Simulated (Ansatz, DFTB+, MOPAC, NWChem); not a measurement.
**A ladder of methods for C2H4O2 (acetic acid)**

The runs start from one conformer, not always the lowest.

C2H4O2, singlet, SMILES `CC(=O)O`. Each level relaxes the structure for itself.

Each level gives the zero-point energy at each level's own minimum (kJ/mol). The values are calculated.

```json
{"level": "DFTB2", "kind": "semi-empirical", "program": "DFTB+", "value (kJ/mol)": "157.9"}
{"level": "PM6-DH2", "kind": "semi-empirical", "program": "MOPAC", "value (kJ/mol)": "143.0"}
{"level": "PM7", "kind": "semi-empirical", "program": "MOPAC", "value (kJ/mol)": "145.8"}
{"level": "PM7-", "kind": "semi-empirical", "program": "MOPAC", "value (kJ/mol)": "146.2"}
{"level": "HF/6-31G* (spherical functions)", "kind": "Hartree–Fock", "program": "NWChem", "value (kJ/mol)": "175.4"}
{"level": "HF/6-31G* (Cartesian functions)", "kind": "Hartree–Fock", "program": "Ansatz", "value (kJ/mol)": "175.5"}
{"level": "B3LYP/6-31G* (spherical functions)", "kind": "global hybrid", "program": "NWChem", "value (kJ/mol)": "162.8"}
{"level": "B3LYP/6-31G* (Cartesian functions)", "kind": "global hybrid", "program": "Ansatz", "value (kJ/mol)": "162.9"}
{"level": "MP2/6-31G* (Cartesian functions)", "kind": "perturbation theory", "program": "Ansatz", "value (kJ/mol)": "165.7"}
```

Harmonic and unscaled. The values span 143.0 to 175.5 kJ/mol.
